# Nickel in six functionals: where does PBE fall?

## The question

At zero pressure, a relaxed crystal has the size at which its computed energy is lowest, so that size depends on how the electrons' exchange and correlation are approximated. Here the same nickel crystal was relaxed with six density functionals. Five results are known. From them, and from the way the functionals are built, can the volume in PBE be predicted?

Spin-polarised (collinear) plane-wave PAW DFT with GPAW 26.7.0 for fcc nickel, with the one-atom primitive cell relaxed in every run. All runs use a 600 eV cutoff, a 13 × 13 × 13 k mesh and Fermi–Dirac smearing of 0.05 eV, without spin–orbit coupling or a dispersion correction. Volume changes are relative to the starting cell of 10.49 Å³; a is the primitive cell edge.

```
functional                                           potentials  volume change (%)  relaxed length a (Å)  cell moment (μB)
       LDA                 GPAW-PAW-data-sets-(gpaw-data-1.2.1)             -3.070                 2.432             0.620
       PBE                 GPAW-PAW-data-sets-(gpaw-data-1.2.1)                  ?                     ?                 ?
    PBEsol  PAW-data-sets-made-by gpaw-setup-for-the-functional              0.320                 2.460             0.630
    revPBE                 GPAW-PAW-data-sets-(gpaw-data-1.2.1)              7.090                 2.514             0.640
      RPBE                 GPAW-PAW-data-sets-(gpaw-data-1.2.1)              7.010                 2.514             0.640
      BLYP  PAW-data-sets-made-by gpaw-setup-for-the-functional              9.960                 2.536             0.630
```

The volume change is counted from the common starting cell, not from experiment, so a small change does not mean an accurate functional. The relaxed length a is the distance between neighbouring atoms; multiplied by √2 it gives the edge of the usual cube. That edge is 3.44 Å in LDA and 3.59 Å in BLYP. The cell moment, the net magnetism per atom, stays between 0.62 and 0.64 Bohr magnetons in the known rows. They all describe the same ferromagnetic metal, so a change of magnetic state does not explain the spread in size.

## First put the rows at the same pressure

The runs did not all aim at zero pressure: LDA and BLYP were relaxed towards a set stretching, RPBE towards a set compression. RPBE ended compressed by about 1.5 GPa, while LDA and BLYP ended stretched by a little under 1 GPa. The steps of the RPBE relaxation, with a usual rough allowance for stiffening under pressure, suggest a bulk modulus, the resistance to compression, of about 184 GPa. One gigapascal then changes the volume by roughly half a percent. The same value is used for every functional, although those that give a smaller crystal are expected to make it somewhat stiffer.

This matters for one pair. As run, revPBE and RPBE give practically the same volume. Taken to zero pressure, RPBE is larger by about 0.9 percentage points. The order to explain is therefore LDA, PBEsol, revPBE, RPBE, BLYP, from small to large.

## Small, large and intermediate gradients

LDA treats each point of the crystal as if it lay in a uniform electron gas. The other functionals also use the reduced gradient s, which measures how fast the density changes over the typical spacing of the electrons. Where s is large, as in the outer parts of atoms, they make exchange more strongly binding for the electrons. Atoms pulled apart have more such regions than atoms packed together, so this exchange gain favours a larger crystal. The gradient also weakens correlation, and this loss works the other way.

In the limit of small s, the gain and the loss in PBE cancel by construction. An almost uniform density would thus be treated by PBE much as by LDA. The expansion has to come from regions where the density varies more strongly.

In the limit of large s, BLYP stands apart: neither its exchange gain nor its correlation loss levels off. In the other gradient functionals the correlation loss levels off, because no more than the whole correlation energy can be lost. Their exchange gain levels off too, at a height that depends on the functional. The ceiling is higher in revPBE than in PBE. RPBE has the same ceiling as PBE but approaches it faster.

Between these limits the functionals separate. PBE, revPBE and RPBE share the same correlation, and at intermediate s PBE has the smallest exchange gain of the three. PBEsol has weaker gradient terms, and its exchange is reduced more than its correlation. PBE should therefore give a larger crystal than PBEsol and a smaller one than revPBE or RPBE.

## From an order to a number

To turn the argument into an estimate, let one typical density and one value of s stand for the whole crystal. The net enhancement is the exchange gain minus the correlation loss, both measured relative to the exchange energy of the uniform gas. It acts roughly like an outward pressure added to LDA. Strictly, a pressure comes from how this energy changes with volume, so the size of the enhancement is only a stand-in for it. The simplest guess is a proportional change in volume, although the fitted rows span more than 11 percentage points and a crystal softens as it expands:

volume change in % = constant + slope × net enhancement

The line was fitted to the zero-pressure volumes of LDA, PBEsol, revPBE and RPBE. The slope, the constant and s were adjusted, and the best s was about 1.4. Three adjustable numbers for four rows make a close fit easy, so the fit alone is weak evidence for the mechanism. The density was not fitted but chosen by hand as a rough bonding value. Another choice is expected to fit the four rows almost as well with another s. Because the gap between PBE and revPBE grows with s, it would move the forecast for PBE too. The value of s should not be read as a property of nickel.

PBEsol gives a more useful test of the picture. If the correlation loss is ignored and exchange alone is fitted at the same s, PBEsol comes out too large by 1.8 percentage points. Including the loss removes nearly all of this error. The comparison favours the fit with the loss, for which s was chosen, but no other s would rescue exchange alone. At every s the exchange gain of PBEsol is at least 56 % of that of revPBE, yet its expansion over LDA is only 36 % as large. The correlation loss can close this gap because it takes away a larger share of the gain in PBEsol. The test is narrower than it looks, however. The loss is nearly the same in all the fitted gradient rows (0.121 in PBEsol, 0.136 in revPBE and RPBE) and zero in LDA, so it acts mainly as a fixed step between LDA and the rest, and any other step of similar size is expected to fit about as well. PBEsol also used a separately generated atomic data set, unlike the other three rows of the fit, so part of its difference from them could come from there.

## The prediction for PBE

PBE was not part of the fit. At the fitted s its exchange gain is 0.282 and its correlation loss is 0.136, which leaves a net enhancement of 0.147 when the terms are subtracted before rounding. The estimate is then

−3.54 + 56.5 × 0.147 ≈ +4.8 %.

The first term is the volume change for a functional without gradient terms, which is LDA. The second is the expansion that the gradient terms of PBE add.

The forecast is this model value, with a range of 3.5 to 5.9 %. The range is a judgement, wider than the scatter of the fit. It allows for the crude use of a single s, a hand-picked density and a straight line, and for a PBE run that may have stopped away from zero pressure. It also allows for the atomic data sets used for nickel, which are known to give pressures that differ from those of other programs, perhaps not equally for every functional.

## The computed result

The withheld rows as computed:

```
functional                            potentials  volume change (%)  relaxed length a (Å)  cell moment (μB)
       PBE  GPAW-PAW-data-sets-(gpaw-data-1.2.1)              4.670                 2.495             0.640
```

The computed volume change is +4.67 %, inside the range and less than 0.1 percentage points below the model. The predicted order is also right: PBE lies above PBEsol and below both revPBE and RPBE. The distances to these neighbours exceed two percentage points, far more than the miss of the model.

The close agreement should not be taken as the accuracy of the model. Pressure is not the concern: the PBE run ended within 0.002 GPa of zero, so its volume needs no correction. When the fitted rows are left out in turn, the root-mean-square miss is about 0.3 percentage points, more than three times the miss for PBE, though LDA, which then has to be extrapolated, is expected to supply most of it. More important, the forecast rests on the hand-picked density and on the straight line, and other reasonable choices are expected to move it across much of the stated range. The order and the range are the real result; the closeness within the range is largely luck.

Nor does this hit show that the correlation loss is needed. The model with exchange alone predicts +5.3 %, which also lies inside the range. PBE resembles revPBE and RPBE too closely to separate the two explanations; PBEsol, with its different balance of gradient terms, does that better, though it shows only that some roughly fixed amount must be taken off the exchange gain, and its separate data set leaves some doubt. The printed analysis below gives both fits.

## Where the argument stops: BLYP

BLYP gives the largest crystal, and in this model its exchange does not account for that. At the fitted s its exchange gain lies between those of PBE and revPBE. With the correlation of PBE added, the model puts the volume change at about +5.4 %. The computed volume change, corrected to zero pressure, is +9.4 %.

The likely reason is the other half of the functional. The LYP correlation was not built to reproduce the uniform electron gas, the limit from which the other functionals here start. In a metal, whose outer electrons are spread through the crystal, that matters. For a uniform gas LYP gives too little correlation, and this correlation strengthens more slowly on compression, so it is expected to pull the atoms together less. At the fitted s its gradient loss is also expected to be smaller than the PBE loss borrowed for the estimate, which would leave more of the exchange gain uncancelled. Both effects point to a larger crystal. For this reason BLYP was left out of the fit.

The table does not prove this explanation, because BLYP also used a separately generated atomic data set. A calculation with the exchange of BLYP and the correlation of PBE, using a data set made in the same way, would help to separate the two causes. If the crystal shrank to near the 5.4 % estimate, LYP would be responsible; if it stayed near 9.4 %, the data set and the crude estimate of the exchange effect would both be suspect. How much of the missing four percentage points belongs to each remains open.

Printed output of the fit:

```
fit of v0 on 4 rows (bx < 1): coefficient of (1-rpb)*mu*s**2/(1+mu*s**2/kap) + rpb*kap*(1-exp(-mu*s**2/kap)) + bx*0.2743*s**2/(1+0.1965*s*log(7.796*s+sqrt(60.77*s**2+1))) - gam/ex*log(1+bet/gam*tk*s**2*(1+aa*s**2)/(1+aa*s**2+aa**2*s**4)) 56.54 +/- 0.6, constant -3.538 +/- 0.084, s 1.408; rms 0.0499, worst revPBE 0.073, leave-one-out rms 0.284
  rows outside the fit (model, value, miss): PBE 4.754, 4.67, 0.0837; BLYP 5.364, 9.39, -4.03
fit of v0 on 4 rows (bx < 1): coefficient of fx 34.05 +/- 5.6, constant -4.321 +/- 1.4; rms 1.06, worst PBEsol 1.81, leave-one-out rms 3.19
  rows outside the fit (model, value, miss): PBE 5.295, 4.67, 0.625; BLYP 5.662, 9.39, -3.73
Zero-pressure volume change (PBE row uncorrected) and gradient terms:
     row  volume_change_%  exchange_gain  correlation_loss      net
     LDA           -3.533              0                 0        0
     PBE             4.67         0.2824            0.1358   0.1467
  PBEsol           0.2595         0.1877            0.1206  0.06716
  revPBE             6.95         0.3226            0.1358   0.1868
    RPBE             7.86         0.3362            0.1358   0.2004
    BLYP             9.39         0.2932            0.1358   0.1574
Bulk modulus estimated at zero pressure, GPa: 184.1
Volume shift for 1 GPa of pressure, %: 0.5432
PBE forecast of volume change, %: 4.754
RPBE less revPBE as run, percentage points: -0.08
RPBE less revPBE at zero pressure, percentage points: 0.9101
BLYP less LDA at zero pressure, percentage points: 12.92
Exchange-only prediction less computed for PBEsol, percentage points: 1.812
BLYP with borrowed PBE correlation, prediction less computed, percentage points: -4.026
Cubic edge in LDA run, angstrom: 3.439
Cubic edge in BLYP run, angstrom: 3.586
```
